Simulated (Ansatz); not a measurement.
Theory: DFT PBE, scalar-relativistic, plane waves, PAW in Ansatz 0.2.0. All cells share a 420 eV cutoff and Γ-centred k meshes spaced at most about 0.3 Å⁻¹ (about 0.25 or finer for metals, 2π included). Spin is collinear in cells that carry moments; the others ran without spin or lost their moments.

Temperature and zero-point effects are left out.

Question: Order these relaxed structures of TiTe2 by energy, lowest first, with the energy over the lowest of them.
A. (no moments) Space group I4/mmm (No. 139), tetragonal, a = 3.382 Å, c = 14.252 Å. Around Ti lie 8 Te at 2.94 Å and 4 Ti at 3.38 Å; around Te lie 4 Ti at 2.94 Å and 5 Te at 3.38–3.43 Å.
B. (no moments) Space group P-3m1 (No. 164), trigonal, a = 3.768 Å, c = 6.919 Å. Around Ti lie 6 Te at 2.78 Å; Te is surrounded by 3 Ti at 2.78 Å.
C. (no moments) Space group Pnnm (No. 58), orthorhombic, a = 6.141 Å, b = 7.043 Å, c = 3.736 Å. Around Ti lie 6 Te at 2.74–2.82 Å; around Te lie 3 Ti at 2.74–2.82 Å.
D. (parallel moments up to 0.8 μB) Space group P-6m2 (No. 187), hexagonal, a = 4.972 Å, c = 9.364 Å. Around Ti lie 1 Ti at 2.41 Å, 3 Te at 2.91 Å and 1 Te at 3.48 Å; Te on a site of symmetry -6m2 has 5 Te at 2.87–3.03 Å; Te on a site of symmetry 3m has 3 Ti at 2.91 Å, 1 Te at 3.03 Å and 1 Te at 3.31 Å; Te on a second site of symmetry -6m2 has 3 Te at 2.87 Å.

Answer: B (0 meV/atom), C (95 meV/atom), A (271 meV/atom), D (956 meV/atom). Forms: B cadmium iodide type, P-3m1; C CaCl2 type, Pnnm; A I4/mmm; D P-6m2. Counting Te atoms around Ti (those within 1.25 times the shortest such distance or 1.15 times the sum of covalent radii; a plus sign parts nearer from farther groups): B has Ti 6; C has Ti 6; A has Ti 8; D has Ti 3+1. D holds Te–Te nets (shortest 2.87 Å) (bonds between like non-metal atoms; other contacts aren't counted). Origin: A, C and D, invented; B, reached from a cell as deposited in COD, among other starts. Shaken at random and relaxed again, B came back.

Weakly bound directions are ill-defined at this level, which has no dispersion term (P-3m1, I4/mmm), and this can change margins and order among such cells. Spin–orbit coupling, which can matter for Te, is left out. Another magnetic order may lie lower. Cells without such a test can be saddle points. Some candidate types were left out of the draw beforehand, so a known form may be missing.
